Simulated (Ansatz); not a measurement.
# CuO (C2/c): relaxations under a series of pressures in Python

How does CuO (C2/c) give way under pressure? Wanted for CuO (C2/c): relaxations under a series of pressures.

Computed with Ansatz 0.2.0, driven from Python. Level of theory: DFT PBE, plane waves, PAW.

### 1 The system

The structure is monoclinic, space group C2/c (No. 15). The conventional cell has a = 4.684 Å, b = 3.423 Å, c = 5.129 Å, α = 90.00°, β = 99.54°, γ = 90.00°. Cu (site symmetry -1) is surrounded by 4 O at 1.95 to 1.96 Å. Around O (site symmetry 2) lie 4 Cu at 1.95 to 1.96 Å.

No structure file is read: the coordinates are typed or built in the script.

### 2 The code

File cuo_compress.py:

```python
# -*- coding: utf-8 -*-
'''Cell of CuO under pressure.'''

import logging
import sys

import ansatz as az
import numpy as np
import pandas as pd

logging.basicConfig(stream=sys.stdout, format='%(levelname)s %(message)s')
log = logging.getLogger('calc')
log.setLevel(logging.INFO)

def edges_and_angles(cell):
    cell = np.asarray(cell)
    a, b, c = np.linalg.norm(cell, axis=1)
    cosines = cell[1] @ cell[2] / (b * c), cell[0] @ cell[2] / (a * c), cell[0] @ cell[1] / (a * b)
    return (a, b, c, *np.degrees(np.arccos(cosines)))

lattice = az.Lattice.of(
    [2.34185, -1.7113, 0.0],
    [2.34185, 1.7113, 0.0],
    [-0.850027, 0.0, 5.057869],
)
sites = [
    ('Cu', [0.0, 0.5, 0.0]),
    ('Cu', [0.5, 0.0, 0.5]),
    ('O', [0.5816, 0.4184, 0.25]),
    ('O', [0.4184, 0.5816, 0.75]),
]
xtal = az.Crystal(lattice=lattice)
for symbol, position in sites:
    xtal = xtal.atom(symbol, position)

model = xtal.calculation()
model = model.kpoints(mesh=(9, 9, 5))
model = model.occupations('fermi_dirac')

# H = F + PV, with 1 GPa A^3 = 1/160.21766 eV
rows = []
for pressure in [-2, 0, 2, 5, 10]:
    done = model.relax(cell=True, pressure=pressure).run(threads=1, backend='cpu')
    cell = done.lattice.cell_ang
    n_atoms = len(done.lattice.sites)
    volume = abs(np.linalg.det(cell)) / n_atoms
    enthalpy = done.report['free_energy_ev'] / n_atoms + pressure * volume / 160.21766
    rows.append((pressure, volume, enthalpy, *edges_and_angles(cell)))
    log.info(f'{pressure} GPa done: {volume:.4f} A^3/atom')

table = pd.DataFrame(rows, columns=['P_GPa', 'V_A3_atom', 'H_eV_atom', 'a', 'b', 'c', 'alpha', 'beta', 'gamma'])
print(table.round(4).to_string(index=False))
p, v = np.array([row[0] for row in rows], float), np.array([row[1] for row in rows])
print('mean bulk modulus between rows (GPa):', np.round(-np.diff(p) / np.diff(np.log(v)), 1))
```

### 3 The input behind the calls

The package turns the script's settings into the engine's input (first run):

```yaml
crystal:
  lattice:
    - [2.34185, -1.7113, 0.0]
    - [2.34185, 1.7113, 0.0]
    - [-0.850027, 0.0, 5.057869]
  atoms:
    - { symbol: Cu, position: [0.0, 0.5, 0.0] }
    - { symbol: Cu, position: [0.5, 0.0, 0.5] }
    - { symbol: O, position: [0.5816, 0.4184, 0.25] }
    - { symbol: O, position: [0.4184, 0.5816, 0.75] }
kpoints:
  mp_grid:
    grid: [9, 9, 5]
scf:
  occupations:
    method: fermi_dirac
relax:
  cell:
    p_target: -2.0
```

### 4 Running it

Run with:

```console
$ python cuo_compress.py
```

**Question.** How far does the cell shrink over this series of pressures, and what bulk modulus does the first step imply?

The runs gave:

| quantity | value |
| --- | --- |
| bulk modulus between neighbouring pressures | 132 to 160.7 GPa |
| runs compared | 5 |
| range of energy | 21.33 meV/atom |

**Reading.** The crystal stiffens as it is compressed. The volume falls from 11.37 Å³ an atom at -2 GPa to 10.49 at 10 GPa, by 7.7 %. Between -2 and 0 GPa, -V dP/dV is about 132 GPa, a mean over that step. In run 1, the volume grew by 12.2 % over 16 moves under the -2 GPa asked, and within 0.02 Å the space group became P4_2/mmc. In run 5, the volume grew by 3.5 % over 27 moves under the 10 GPa asked, and the space group stayed C2/c. What to keep in mind:
- The run is spin-unpolarised.
- At a fixed pressure a relaxation lowers the enthalpy F + PV, while F alone can rise.
- The mesh is modest for a metal, so energies can be off by several to tens of meV an atom and pressures by half a GPa or more; differences at equal mesh fare better.
- Edges and angles that the script prints are those of the cell as typed, here a primitive one.
- The cell relaxed to the group P4_2/mmc; tensors and edges are in the axes of the typed cell.
- Without a Hubbard U or exact exchange, semilocal functionals often make such 3d compounds metallic or too weakly gapped.
- No functional is typed, so the default, PBE, holds.
- Symmetry holds the cell in this phase, so another phase that may be stable under pressure is not reached.
